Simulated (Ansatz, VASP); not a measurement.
**One calculation of Ga3S2, two programs**

```
Ga S
1.0
     5.63437    0.00000    0.00000
    -2.81719    4.87951    0.00000
     0.00000    0.00000    4.50198
Ga S
3 2
Cartesian
  0.0000 3.2530 2.2510
  2.8172 1.6265 2.2510
  0.0000 0.0000 2.2510
  0.0000 3.2530 0.0000
  2.8172 1.6265 0.0000
```

Alike in both runs: functional PBE; k mesh 6 × 6 × 2; occupations gaussian, width 0.1 eV; no spin polarisation.

Ansatz relaxed the structure, and its values are those at the end. VASP's run is a single point on that final structure, the one shown.

|  | VASP | Ansatz |
| --- | --- | --- |
| version | VASP 6.6.1 | Ansatz 0.2.0 |
| potentials or method | VASP PAW PBE potentials, release 64 (Ga_d, S) | scalar-relativistic, plane waves, PAW |
| plane-wave cutoff (eV) | 520 | 420 |
| valence electrons in the cell | 51 | 51 |

```csv
,VASP,Ansatz,Ansatz less VASP
gap on the k mesh at the Fermi level (eV),none,none,-
pressure (GPa),0.0,0.0,+0.01
```

A gap of «none» marks a metal or a gap that the smearing closes.

Caveats: the k mesh is coarse (spacing up to 0.70 Å⁻¹), so the values aren't converged.
